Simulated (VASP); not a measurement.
WC:

```
CELL_PARAMETERS angstrom
0.00000 2.88680 2.88680
2.88680 0.00000 2.88680
2.88680 2.88680 0.00000
ATOMIC_POSITIONS crystal
W 0.50000 0.50000 0.50000
W 0.75000 0.75000 0.75000
C 0.00000 0.00000 0.00000
C 0.25000 0.25000 0.25000
```

The cell was built by a generator and needn't be a form met in nature.

Program: VASP 6.6.1. Alike in all runs: task band structure; potentials or basis VASP PAW PBE potentials, release 64 (W_sv, C); no spin polarisation; cell as given; k mesh 6 × 6 × 6; cutoff (eV) 520; smearing fermi-dirac 0.05 eV.

Task: Order these runs on this cell by their pressure, lowest first.
A. level TPSS
B. level r2SCAN
C. level SCAN

Result: C (-5.6 GPa), B (-1.6 GPa), A (0.4 GPa).

Caveats: the PAW data sets were made with another functional, which shifts forces and pressure a little.
